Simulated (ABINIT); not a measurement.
# Sb (P-1) in ABINIT: single point with PBEsol

Aim: the single point of Sb with PBEsol.

All numbers are computed with ABINIT 10.8.3 (patched build); they aren't measurements. Logs are shortened: lines on timing, memory, paths and dates and some standing lists are left out, and cuts for length are marked. The log counts tension as positive stress, the text compression.

### Step 1. The crystal as given

The typed cell holds 2 atoms: a = 3.153 Å, b = 3.511 Å, c = 5.675 Å, α = 82.54°, β = 73.87°, γ = 63.32°.

This isn't the form of Sb at room conditions, which is rhombohedral.

### Step 2. Single point, PBEsol

run.abi reads:

```
# Pseudopotentials
pp_dirpath "./"
pseudos "Sb.upf"

# Structure
acell 3*1.0
rprim
     0.0000000000    -5.9584583482     0.0000000000
     2.9792291647    -2.9792291647    -5.1248208995
     8.9376875129    -2.9792291647     5.1248208995
ntypat 1
znucl 51
natom 2
typat 1 1
xred
     0.5418375800     0.4515443000     0.4706541400
     0.9581624200     0.0484557000     0.0293458600
chkprim 0
chksymtnons 0
tolsym 1.0e-6

# Plane-wave basis
ecut 36.0

# k points
kptopt 1
ngkpt 8 7 4
nshiftk 1
shiftk 0.0 0.0 0.0

# Exchange and correlation
ixc -116133

# Bands and occupations
nband 19
occopt 3
tsmear 0.05 eV

# SCF cycle
nstep 100
tolvrs 1.0e-10

# Output
iomode 3
prtwf 0
prtden 0
prteig 0
prtebands 0
enunit 1
```

Potentials or basis: PseudoDojo NC SR PBEsol v0.4.1 standard.

On the command line:

```console
> abinit run.abi > log 2>&1
```

run.abo:

```text
.Version 10.8.3 of ABINIT
 Symmetries : space group P-1 (#  2); Bravais aP (primitive triclinic)
================================================================================
 Values of the parameters that define the memory need of the present run
     intxc =       0    ionmov =       0      iscf =       7    lmnmax =       6
     lnmax =       6     mgfft =      60  mpssoang =       3    mqgrid =    3001
     natom =       2  nloc_mem =       1    nspden =       1   nspinor =       1
    nsppol =       1      nsym =       2    n1xccc =    2501    ntypat =       1
    occopt =       3   xclevel =       2
       mpw =        3775          nfft =       77760          nkpt =         114
================================================================================
================================================================================

--------------------------------------------------------------------------------
------------- Echo of variables that govern the present computation ------------
--------------------------------------------------------------------------------
 -outvars: echo values of preprocessed input variables --------
            acell      1.0000000000E+00  1.0000000000E+00  1.0000000000E+00 Bohr
              amu      1.21753000E+02
          chkprim           0
      chksymtnons           0
             ecut      3.60000000E+01 Hartree
           enunit           1
                       outvar_i_n : Printing only first  50 k-points.
              ixc     -116133
                       outvar_i_n : Printing only first  50 k-points.
         kptrlatt        8    0    0      0    7    0      0    0    4
          kptrlen      4.28992967E+01
            natom           2
            nband          19
            ngfft          36      36      60
             nkpt         114
            nstep         100
             nsym           2
           ntypat           1
                       prtocc : prtvol=0, do not print more k-points.
           occopt           3
           prtden           0
        prtebands           0
           prteig           0
            prtwf           0
            rprim      0.0000000000E+00 -5.9584583482E+00  0.0000000000E+00
                       2.9792291647E+00 -2.9792291647E+00 -5.1248208995E+00
                       8.9376875129E+00 -2.9792291647E+00  5.1248208995E+00
          spgroup           2
           tolsym      1.00000000E-06
           tolvrs      1.00000000E-10
           tsmear      1.83746611E-03 Hartree
            typat      1  1
                       outvars : Printing only first  50 k-points.
           xangst      2.9378932225E+00 -3.1623403297E+00  5.1824709452E-02
                       2.1518714037E-01 -3.1438204010E+00 -5.1824709452E-02
            xcart      5.5518135777E+00 -5.9759571400E+00  9.7934507418E-02
                       4.0664476111E-01 -5.9409595470E+00 -9.7934507418E-02
             xred      5.4183758000E-01  4.5154430000E-01  4.7065414000E-01
                       9.5816242000E-01  4.8455700000E-02  2.9345860000E-02
            znucl       51.00000

================================================================================

 chkinp: Checking input parameters for consistency.

================================================================================
== DATASET  1 ==================================================================

--- !DatasetInfo
iteration_state: {dtset: 1, }
dimensions: {natom: 2, nkpt: 114, mband: 19, nsppol: 1, nspinor: 1, nspden: 1, mpw: 3775, }
cutoff_energies: {ecut:  36.0, pawecutdg:  -1.0, }
electrons: {nelect:   3.00000000E+01, charge:   0.00000000E+00, occopt:   3.00000000E+00, tsmear:   1.83746611E-03, }
meta: {optdriver: 0, ionmov: 0, optcell: 0, iscf: 7, paral_kgb: 0, }
...

 Real(R)+Recip(G) space primitive vectors, cartesian coordinates (Bohr,Bohr^-1):
 R(1)=  0.0000000 -5.9584583  0.0000000  G(1)= -0.0839143 -0.1678286  0.0487822
 R(2)=  2.9792292 -2.9792292 -5.1248209  G(2)=  0.0839143  0.0000000 -0.1463466
 R(3)=  8.9376875 -2.9792292  5.1248209  G(3)=  0.0839143  0.0000000  0.0487822
 Unit cell volume ucvol=  3.6389535E+02 bohr^3
 Angles (23,13,12)=  8.25388853E+01  7.38717606E+01  6.33167950E+01 degrees

 getcut: wavevector=  0.0000  0.0000  0.0000  ngfft=  36  36  60
         ecut(hartree)=     36.000   => boxcut(ratio)=   2.00950

--- Pseudopotential description ------------------------------------------------
- pspini: atom type   1  psp file is ./Sb.upf
12 -116133 2 -1 1434                          pspcod,pspxc,lmax,lloc,mmax
     nproj     2     2     2

   1.58138460E+03                                ecore*ucvol(ha*bohr**3)
--------------------------------------------------------------------------------

================================================================================

--- !BeginCycle
iteration_state: {dtset: 1, }
solver: {iscf: 7, nstep: 100, nline: 4, wfoptalg: 0, }
tolerances: {tolvrs: 1.00E-10, }
...

     iter   Etot(hartree)      deltaE(h)  residm     vres2
 ETOT  1  -180.86148559381    -1.809E+02 1.049E+00 1.836E+00
 ETOT  2  -181.54062304069    -6.791E-01 4.928E-02 8.840E-01
 ETOT  3  -181.54074511232    -1.221E-04 1.218E-02 4.558E-02
 ETOT  4  -181.54074948261    -4.370E-06 1.076E-03 6.089E-03
 ETOT  5  -181.54075091775    -1.435E-06 1.864E-03 4.162E-04
 ETOT  6  -181.54075098053    -6.278E-08 1.010E-03 5.188E-06
 ETOT  7  -181.54075098138    -8.550E-10 5.441E-04 5.388E-07
 ETOT  8  -181.54075098141    -2.998E-11 4.035E-04 2.998E-08
 ETOT  9  -181.54075098142    -5.457E-12 1.796E-04 6.869E-10
 ETOT 10  -181.54075098142    -1.620E-12 1.146E-04 7.660E-12

 At SCF step   10       vres2   =  7.66E-12 < tolvrs=  1.00E-10 =>converged.

 Cartesian components of stress tensor (hartree/bohr^3)
  sigma(1 1)= -2.55124348E-04  sigma(3 2)=  2.22136962E-05
  sigma(2 2)=  7.04654592E-05  sigma(3 1)= -4.60240794E-05
  sigma(3 3)=  2.27422366E-05  sigma(2 1)= -5.82448411E-06

--- !ResultsGS
iteration_state: {dtset: 1, }
comment   : Summary of ground state results
lattice_vectors:
- [  0.0000000,  -5.9584583,   0.0000000, ]
- [  2.9792292,  -2.9792292,  -5.1248209, ]
- [  8.9376875,  -2.9792292,   5.1248209, ]
lattice_lengths: [   5.95846,    6.63441,   10.72482, ]
lattice_angles: [ 82.539,  73.872,  63.317, ] # degrees, (23, 13, 12)
lattice_volume:   3.6389535E+02
convergence: {deltae: -1.620E-12, res2:  7.660E-12, residm:  1.146E-04, diffor: null, }
etotal    :  -1.81540751E+02
entropy   :   0.00000000E+00
fermie    :   2.99546041E-01
cartesian_stress_tensor: # hartree/bohr^3
- [ -2.55124348E-04,  -5.82448411E-06,  -4.60240794E-05, ]
- [ -5.82448411E-06,   7.04654592E-05,   2.22136962E-05, ]
- [ -4.60240794E-05,   2.22136962E-05,   2.27422366E-05, ]
pressure_GPa:   1.5879E+00
xred      :
- [  5.4184E-01,   4.5154E-01,   4.7065E-01, Sb]
- [  9.5816E-01,   4.8456E-02,   2.9346E-02, Sb]
cartesian_forces: # hartree/bohr
- [  2.50908905E-02,  -1.02417125E-04,   5.26407542E-03, ]
- [ -2.50908905E-02,   1.02417125E-04,  -5.26407542E-03, ]
force_length_stats: {min:   2.56373510E-02, max:   2.56373510E-02, mean:   2.56373510E-02, }
...

 Integrated electronic density in atomic spheres:
 ------------------------------------------------
 Atom  Sphere_radius  Integrated_density
    1        2.00000         11.20524548
    2        2.00000         11.20524548
================================================================================

 ----iterations are completed or convergence reached----

 Mean square residual over all n,k,spin=   10.954E-08; max=  11.463E-05
 reduced coordinates (array xred) for    2 atoms
       0.541837580000      0.451544300000      0.470654140000
       0.958162420000      0.048455700000      0.029345860000
 rms dE/dt=  1.4785E-01; max dE/dt=  2.5154E-01; dE/dt below (all hartree)
    1      -0.000610248173     -0.048079193199     -0.251537106730
    2       0.000610248173      0.048079193199      0.251537106730

 cartesian coordinates (angstrom) at end:
    1      2.93789322250057    -3.16234032968011     0.05182470945151
    2      0.21518714036825    -3.14382040103180    -0.05182470945151

 cartesian forces (hartree/bohr) at end:
    1      0.02509089052536    -0.00010241712500     0.00526407541590
    2     -0.02509089052536     0.00010241712500    -0.00526407541590
 frms,max,avg= 1.4801732E-02 2.5090891E-02   0.000E+00  0.000E+00  0.000E+00 h/b

 cartesian forces (eV/Angstrom) at end:
    1      1.29022546651122    -0.00526650031621     0.27068964142067
    2     -1.29022546651122     0.00526650031621    -0.27068964142067
 frms,max,avg= 7.6113564E-01 1.2902255E+00   0.000E+00  0.000E+00  0.000E+00 e/A
 length scales=  1.000000000000  1.000000000000  1.000000000000 bohr
              =  0.529177210544  0.529177210544  0.529177210544 angstroms
 Fermi (or HOMO) energy (eV) =   8.15106   Average Vxc (eV)= -10.97420
 Eigenvalues (   eV  ) for nkpt= 114  k points:
 kpt#   1, nband= 19, wtk=  0.00446, kpt=  0.0000  0.0000  0.0000 (reduced coord)
 -21.32384  -21.22883  -21.21551  -21.19517  -21.17634  -21.17204  -21.12639  -21.12565
 -21.07858  -21.02957   -5.24393   -0.95129    2.36528    9.75478   11.80146   13.02033
  13.57392   14.03037   15.02883
 prteigrs : prtvol=0 or 1, do not print more k-points.

--- !EnergyTerms
iteration_state     : {dtset: 1, }
comment             : Components of total free energy in Hartree
kinetic             :  1.06416423636215E+02
hartree             :  4.09873937093586E+01
xc                  : -4.50433368424464E+01
Ewald energy        : -1.12966254964908E+02
psp_core            :  4.34571259715653E+00
local_psp           : -1.36950940288653E+02
non_local_psp       : -3.83294470481851E+01
internal            : -1.81540449201462E+02
'-kT*entropy'       : -3.01779957011931E-04
total_energy        : -1.81540750981419E+02
total_energy_eV     : -4.93997549434086E+03
band_energy         : -1.45933373979757E+01
...

 Cartesian components of stress tensor (hartree/bohr^3)
  sigma(1 1)= -2.55124348E-04  sigma(3 2)=  2.22136962E-05
  sigma(2 2)=  7.04654592E-05  sigma(3 1)= -4.60240794E-05
  sigma(3 3)=  2.27422366E-05  sigma(2 1)= -5.82448411E-06

-Cartesian components of stress tensor (GPa)         [Pressure=  1.5879E+00 GPa]
- sigma(1 1)= -7.50601746E+00  sigma(3 2)=  6.53549505E-01
- sigma(2 2)=  2.07316538E+00  sigma(3 1)= -1.35407517E+00
- sigma(3 3)=  6.69099701E-01  sigma(2 1)= -1.71362239E-01

== END DATASET(S) ==============================================================
================================================================================

 -outvars: echo values of variables after computation  --------
            acell      1.0000000000E+00  1.0000000000E+00  1.0000000000E+00 Bohr
           etotal     -1.8154075098E+02
            fcart      2.5090890525E-02 -1.0241712500E-04  5.2640754159E-03
                      -2.5090890525E-02  1.0241712500E-04 -5.2640754159E-03
            rprim      0.0000000000E+00 -5.9584583482E+00  0.0000000000E+00
                       2.9792291647E+00 -2.9792291647E+00 -5.1248208995E+00
                       8.9376875129E+00 -2.9792291647E+00  5.1248208995E+00
           strten     -2.5512434803E-04  7.0465459163E-05  2.2742236584E-05
                       2.2213696157E-05 -4.6024079439E-05 -5.8244841143E-06
           xangst      2.9378932225E+00 -3.1623403297E+00  5.1824709452E-02
                       2.1518714037E-01 -3.1438204010E+00 -5.1824709452E-02
             xred      5.4183758000E-01  4.5154430000E-01  4.7065414000E-01
                       9.5816242000E-01  4.8455700000E-02  2.9345860000E-02
 Calculation completed.
```

It took 4.1 min on 1 thread of Arm Neoverse V1, shared host; peak memory 0.2 GiB.

Results:

* Free energy: -4939.9755 eV
* Pressure: 1.6 GPa
* Largest force: 1.318 eV/Å
* Band gap on the k mesh: none (metal or under the smearing width)
* Valence electrons inside the program's atomic spheres: Sb 11.21 (radii [1.0584] Å)

Forces in eV/Å, atoms in the order of the input:
```
Sb   1.290 -0.005  0.271
Sb  -1.290  0.005 -0.271
```

Levels at points of the mesh, in eV from the Fermi level:
```tsv
k point	band 12	band 13	band 14	band 15	band 16	band 17	band 18	band 19
(0.00, 0.00, 0.00)	-9.10	-5.79	1.60	3.65	4.87	5.42	5.88	6.88
(0.50, 0.00, 0.00)	-7.76	-4.96	-3.76	-0.65	-0.01	0.54	1.93	5.40
(0.00, 0.00, 0.50)	-10.96	-1.55	0.10	2.17	3.32	4.54	5.65	6.66
(0.50, 0.00, 0.50)	-6.66	-6.01	-4.26	-1.14	0.58	1.02	3.65	4.72
```

Caveat: forces of over 1 eV/Å show positions far from the minimum, so gaps and moduli don't describe the material at rest. The run has no spin-orbit coupling, so splittings on Sb are missing.
